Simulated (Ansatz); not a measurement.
A run of Ansatz 0.2.0:

input.yaml

```yaml
crystal:
  lattice:
    - [0.0, 2.0859016414, 2.0859016414]
    - [2.0859016414, 0.0, 2.0859016414]
    - [2.0859016414, 2.0859016414, 0.0]
  atoms:
    - { symbol: Ni, position: [0.0, 0.0, 0.0], spin: 1.0 }
    - { symbol: O, position: [0.5, 0.5, 0.5] }
hamiltonian:
  xc: blyp
  pseudopotentials: { kind: paw }
  dispersion: d4
magnetization:
  spin_polarized: true
kpoints:
  mp_grid: { grid: [11, 11, 11] }
scf:
  occupations: { method: fermi_dirac, width: 0.05 }
output:
  forces: true
  stress: true
relax:
  f_tol: 0.01
  max_steps: 40
  cell: { stress_tol: 0.05 }
```

Potentials or basis: Ansatz PAW.

Command:

```console
$ ansatz run input.yaml --threads 2 --pin off --max-ram 5120MiB --backend cpu --events-out ev --progress --plain --runs-dir out
```

Hardware: 2 threads of Arm Neoverse V1 (shared host).

Problem. Estimate the wall time of this run.

Solution. It took 36 s on 2 threads of Arm Neoverse V1, with other jobs on the host, peak memory 0.32 GiB. Counts: scf iterations 165, plane waves 339, k points 56, bands 17, ion steps 19.
